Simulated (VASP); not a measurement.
**BN: single point with r2SCAN**

**Measured values to compare with.**

A printed reference work, monograph reports, for a bulk crystal of BN at 300 K: band gap 6.4 eV (indirect).

BN:

```xyz
2
Lattice="0.0000 1.8048 1.8048 1.8048 0.0000 1.8048 1.8048 1.8048 0.0000" Properties=species:S:1:pos:R:3 pbc="T T T"
B     0.0000    0.0000    0.0000
N     2.7072    2.7072    2.7072
```

* Program: VASP 6.6.1
* Task: single point
* Functional: r2SCAN
* Potentials or basis: VASP PAW PBE potentials, release 64 (B_h, N_h)
* Cutoff: 1460 eV
* k mesh: 12 × 12 × 12
* Occupations: gaussian, width 0.05 eV
* Spin: no spin polarisation

```
Pressure               : -0.4 GPa
Band gap on the k mesh : 5.00 eV (least direct gap 9.57 eV)
```

Levels at points of the mesh, in eV from the valence-band top:
```tsv
k point	band 1	band 2	band 3	band 4	band 5	band 6	band 7	band 8	band 9
(0.00, 0.00, 0.00)	-21.33	0.00	0.00	0.00	9.57	9.57	9.57	11.14	26.23
(0.50, 0.00, 0.00)	-17.02	-11.11	-2.02	-2.02	10.85	11.51	11.51	16.46	24.96
(0.50, 0.50, 0.00)	-15.59	-9.34	-5.11	-5.11	5.00	9.84	19.36	19.36	22.28
```

It took 40 s on 1 thread of Intel(R) Xeon(R) 6975P-C (Granite Rapids) (shared host), peak memory 0.2 GiB.

Measured gap of BN: 6.4 eV (indirect; 300 K; a printed reference work, monograph). This calculation gives 5.00 eV (-1.40 eV). The value is that of r2SCAN on a finite k mesh, which can miss the band edges, without temperature or zero-point motion.

Caveat: the PAW data sets were made with another functional, which shifts forces and pressure a little.
